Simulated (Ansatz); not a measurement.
# Ti (P6_3/mmc) in Ansatz: density of states with PBEsol

Aim: the density of states of Ti with PBEsol.

Program: Ansatz 0.2.0. These are calculated values, not measurements. Logs are shortened: lines on timing, memory, paths and dates and some standing lists are left out, and cuts for length are marked.

## Step 1: Starting point

It takes space group P6_3/mmc (No. 194, hexagonal). The conventional cell has a = 2.950 Å, b = 2.950 Å, c = 4.680 Å, α = 90.00°, β = 90.00°, γ = 120.00°. Around Ti (site symmetry -6m2) lie 12 Ti at 2.89 to 2.95 Å.

## Step 2: Density of states, PBEsol

File input.yaml:

```yaml
crystal:
  lattice:
    - [2.95, 0.0, 0.0]
    - [-1.475, 2.5547749412, 0.0]
    - [0.0, 0.0, 4.68]
  atoms:
    - { symbol: Ti, position: [0.6666666667, 0.3333333333, 0.75] }
    - { symbol: Ti, position: [0.3333333333, 0.6666666667, 0.25] }
kpoints:
  mp_grid: { grid: [10, 10, 6] }
scf:
  occupations: { method: methfessel_paxton, width: 0.2 }
hamiltonian:
  xc: pbesol
  pseudopotentials: { kind: all_electron, lapw: { basis_error: 0.001 } }
output:
  forces: true
  stress: true
  eigenvalues: true
  dos: { projected: false, de: 0.2, e_range: [-20, 8] }
```

Potentials or basis: all-electron LAPW, scalar-relativistic.

The run is started by

```
$ ansatz run input.yaml --threads 1 --pin off --max-ram 3072MiB --backend cpu --events-out ev --progress --plain --runs-dir out
```

The log of the run:

```text
Warning: RAYON_NUM_THREADS=1 ignored (pool sized by the plan → 1); use --threads N
LAPW: plane waves up to 7.596 Å⁻¹, error target 1.0e-3 eV per atom; small_component_spin mean_spin; Ti in spheres of 1.447 Å, 12 of its electrons in bands, Dirac shells [] (how accurate: hamiltonian.pseudopotentials.lapw.basis_error, Limitations)
Engine: ansatz 0.2.0, x86_64-unknown-linux-gnu
Pseudopotentials: kind: all_electron
Pseudopotential: Ti, LAPW, valence charge 12, lapw/all_electron/scalar/gaussian/Ti, Koelling and Harmon's equation, gaussian nucleus
Functional definition: PBEsol
  exchange = pbesol_x
  correlation = pbesol_c
Crystal: 2 atoms, lattice volume = 35.271 Å³
Basis set: ecut = 219.85864572553353 eV, 263 PW (Γ), exchange–correlation at level 2
Bands: 16, of which v1, the nominal top of the filled ones, is band 12 counted from 1 (11 counted from 0)
Symmetry: 24 space group operations
Space group: P63/mmc (ITA 194), of the structure as read, at distance tolerance 3.3e-5 Å
k-points: 56 of 600
Non-local potential: Ti, projectors of the file, none
Initial density: superposition of atomic densities (chi_scale 0.1, normalization cell)
Initial wavefunctions: plane waves of lowest kinetic energy (no species holds an atomic orbital)
Functional: x = pbesol(κ = 0.804, μ = 0.12345679012345678), c = pbesol(β = 0.046)
iter 1 solved again at ethr=7.27e-4 eV; its pass at ethr=1.00e-1 eV (dr2=1.74e-1 eV) is discarded
SCF iter   1: F=—  HF=-46415.525827 eV  |F-HF|=—  |Δ(HF+E_count)|=         —  Δρ=2.60e-2  dr2=1.76e-1  ethr=7.27e-4  ⟨swp⟩=2.7  Hψ=6372  notcnv=0
preconditioner: auto → none  [metal: Δε(μ)=0.011 eV  Ē_g=3.115 eV  σ=0.200 eV  W_gap=0.05  n_scr=8 (ndim 8)  ℏωp=17.7 eV  f_vac=0.000  D(μ)=1.79/eV (n_scr^D=22)  sad-step TF]
SCF iter   2: F=—  HF=-46415.139149 eV  |F-HF|=—  |Δ(HF+E_count)|=   3.87e-1  S|Δr|=    0.00e0  Δρ=8.91e-3  dr2=2.96e-2  ethr=7.27e-4  ⟨swp⟩=3.0  Hψ=3247  notcnv=0
SCF iter   3: F=—  HF=-46415.109880 eV  |F-HF|=—  |Δ(HF+E_count)|=   2.93e-2  S|Δr|=    0.00e0  Δρ=5.84e-3  dr2=1.08e-2  ethr=1.23e-4  ⟨swp⟩=2.7  Hψ=2914  notcnv=0
iter 4 solved again at ethr=3.86e-7 eV; its pass at ethr=4.51e-5 eV (dr2=9.26e-5 eV) is discarded
SCF iter   4: F=—  HF=-46415.107680 eV  |F-HF|=—  |Δ(HF+E_count)|=         —  Δρ=5.53e-4  dr2=9.29e-5  ethr=3.86e-7  ⟨swp⟩=2.5  Hψ=4738  notcnv=0
the basis was enlarged: its passes take 129.0 KiB over the memory plan, 1 of 1 planned eigensolver slots
SCF iter   5: F=—  HF=-46415.107665 eV  |F-HF|=—  |Δ(HF+E_count)|=   1.43e-5  S|Δr|=    0.00e0  Δρ=7.64e-5  dr2=1.68e-6  ethr=3.86e-7  ⟨swp⟩=2.0  Hψ=2855  notcnv=0
SCF iter   6: F=-46415.107664 eV  HF=-46415.107664 eV  |F-HF|=6.13e-8  |Δ(HF+E_count)|=   1.32e-6  S|Δr|=    0.00e0  Δρ=7.48e-6  dr2=1.53e-8  ethr=7.01e-9  ⟨swp⟩=2.7  Hψ=2924  notcnv=0
SCF 1 converged in 6 iterations: F = -46415.107664 eV  dr2 = 1.53e-8
SCF converged after 6 iterations
Stability not checked: this state was not tested for a lower state beside it, because cold or Methfessel-Paxton smearing, or corrected tetrahedra, fill the levels in a way that the test cannot read (fill_not_monotonic; see scf.lower_state_search)
Free energy (F): -46415.107664 eV
Harris-Foulkes:  -46415.107664 eV  (|F-HF|=6.13e-8)
Internal energy: -46415.110096 eV  (E = F + TS)
E sigma→0 (E₀):  -46415.108272 eV
Entropy (-TS):   0.002432 eV (1.216 meV/atom)
Fermi energy:    13.424066 eV
Step filling:    the computed levels leave a gap of 0.0110 eV = 0.1 smearing widths at the electron count; against every level under it full and every level over it empty, smearing changes F+E_penalty+E_count by -1.299 meV and its σ→0 estimate by -1.907 meV
--- Per-component energies (eV) ---
  E_band       = -311.858908
  E_kinetic    = 46853.305908
  E_xc         = -2242.549537
  E_electrostatic = -91025.866467  (all electrons and nuclei)
  E_smearing   = 0.002432  (= −TS)
  E_closure    = 0.000000  (closes the sum)
  E_atoms      = -46400.709995  (free atoms, spherical and without spin; not in F)
  Σ components = -46415.107664   (vs F -46415.107664, Δ=0.00e0)
  Basis errors (estimates in eV, not in F): energy 1.3e-4 per atom: plane waves 9.1e-5 (4.6e-5 summed), levels above the bands 6.9e-26, relativity 4.9e-9, radial functions 4.4e-5, core shells 2.4e-8; eigenvalues (radial functions only) 9.6e-7; not estimated: angular momenta, meshes, grids; target (lapw.basis_error) 1.0e-3; muffin-tin radii Ti 1.447 Å
--- Forces (eV/Å), atoms counted from 1 ---
  atom   1  Ti    -0.00000000    -0.00000000     0.00000000
  atom   2  Ti    -0.00000000    -0.00000000    -0.00000000
  max |Σ_I F_I| component: 5.55e-17 eV/Å
--- Stress (GPa, compression-positive) ---
       -5.572601       0.000000       0.000000
        0.000000      -5.572601      -0.000000
        0.000000      -0.000000      -6.199412
  P = ⅓ Tr σ = -5.7815 GPa (-57.815 kbar)
--- Band table (eV; the first three rows and the last of 56) ---
  k-point 0: bands = ["-43.1906", "-43.0589", "-19.8856", "-19.2590", "-19.2590", "-19.2002", "-19.1617", "-19.1617", "7.2645", "10.7663", "14.1391", "14.1928", "14.1928", "14.2947", "14.6809", "14.6809"]
  k-point 1: bands = ["-43.1818", "-43.0679", "-19.8414", "-19.2526", "-19.2526", "-19.2479", "-19.1682", "-19.1682", "7.4943", "10.6293", "13.7959", "14.0995", "14.0995", "14.1695", "14.5615", "14.5615"]
  k-point 2: bands = ["-43.1580", "-43.0921", "-19.7193", "-19.3768", "-19.2348", "-19.2348", "-19.1861", "-19.1861", "8.1469", "10.0606", "13.4103", "13.8504", "14.0241", "14.0241", "14.3115", "14.3115"]
  k-point 55: bands = ["-43.0479", "-43.0479", "-19.7090", "-19.7090", "-19.5061", "-19.5061", "-19.2912", "-19.2912", "11.9131", "11.9131", "12.6290", "12.6290", "13.1952", "13.1952", "15.0526", "15.0526"]
```

dos.tsv:

```text
# E-E_F[eV]	g_bin_mean(E)[states/eV]	N(E)
# format = ansatz-dos/2
# fermi_ev = 13.424066
# fermi_mp_grid = 10 10 6
# fermi_mp_shift = 0 0 0
# tetrahedron_fermi_ev = 13.447392
# g_bin_mean(E): the states in a bin one row spacing wide, centred on E, divided by that spacing. States that the method places at a single energy (under output.dos.method: tetrahedron, those of a tetrahedron whose four corners have one energy) are counted whole in the row whose bin holds that energy (on the edge of two bins, in the lower row). The sum of g_bin_mean over a run of rows, times the row spacing, is the number of states from half a spacing under the first of them to half a spacing over the last (a plain sum, not the trapezoid rule).
-20.000000	0.000000e0	1.600000e1
-19.800000	0.000000e0	1.600000e1
-19.600000	0.000000e0	1.600000e1
-19.400000	0.000000e0	1.600000e1
-19.200000	0.000000e0	1.600000e1
-19.000000	0.000000e0	1.600000e1
[... 133 lines left out ...]
7.800000	0.000000e0	3.200000e1
8.000000	0.000000e0	3.200000e1
```

Run time: 15 s. Hardware: 1 thread of Intel Xeon at 2.50GHz (Skylake/Cascade Lake), shared host; peak memory 0.29 GiB.

What came out:

| Item | Value |
| --- | --- |
| Free energy | -46415.1077 eV |
| Pressure | -5.8 GPa |
| Band gap on the k mesh | none (metal or under the smearing width) |

States per cell in windows of 0.5 eV (zero at the Fermi level; states under -8 eV left out):
```
from (eV)  total
     -8.0   0.00
     -7.5   0.00
     -7.0   0.00
     -6.5   0.00
     -6.0   0.05
     -5.5   0.09
     -5.0   0.13
     -4.5   0.18
     -4.0   0.23
     -3.5   0.34
     -3.0   0.67
     -2.5   1.02
     -2.0   1.39
     -1.5   1.07
     -1.0   2.00
     -0.5   0.79
      0.0   1.95
      0.5   2.36
      1.0   1.83
      1.5   0.80
      2.0   0.59
      2.5   0.40
      3.0   0.09
      3.5   0.00
      4.0   0.00
      4.5   0.00
      5.0   0.00
      5.5   0.00
      6.0   0.00
      6.5   0.00
      7.0   0.00
      7.5   0.00
```
